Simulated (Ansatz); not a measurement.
Crystal: SnO2.

```xyz
12
Lattice="-3.2489 3.4145 3.4140 3.2489 -3.4145 3.4140 3.2489 3.4145 -3.4140" Properties=species:S:1:pos:R:3 pbc="T T T"
Sn   -1.6244    1.7072    1.7070
Sn    1.6244    1.7072    1.7070
Sn    3.2489   -1.7072    1.7316
Sn    0.0000    5.1217    1.6824
O     1.6068    1.7072    3.7998
O    -1.6068    1.7072    3.7998
O     0.0000    0.3858    1.6793
O     0.0000    3.0287    1.6793
O     3.2489    0.3858    1.7347
O     4.8557    1.7072   -0.3858
O     3.2489    3.0287    1.7347
O     1.6421    1.7072   -0.3858
```

The cell is a database's computed one.

Base run:

```yaml
Program: Ansatz 0.2.0
Functional: PBEsol
Potentials_or_basis: Ansatz PAW
Cutoff: "420 eV (not typed: the program's choice for these potentials)"
k_mesh: 5 × 5 × 5
Occupations: fermi-dirac, width 0.05 eV
Spin: no spin polarisation
```

Its results: band gap on the k mesh 0.53 eV; pressure -6.6 GPa; largest force 0.098 eV/Å.

Q: The run is repeated on the same cell with these changes: functional from PBEsol to PBE. What comes out?

A: Band gap on the k mesh 0.63 eV; pressure -0.8 GPa; largest force 0.059 eV/Å.

PBE binds less tightly than PBEsol, so the same cell stands under more pressure.

Caveats: spin-orbit coupling is left out, which moves the levels of the heavy elements; the PAW data sets come from PBE, with cores solved anew for the run's functional, which leaves a small shift of forces and pressure (some runs).
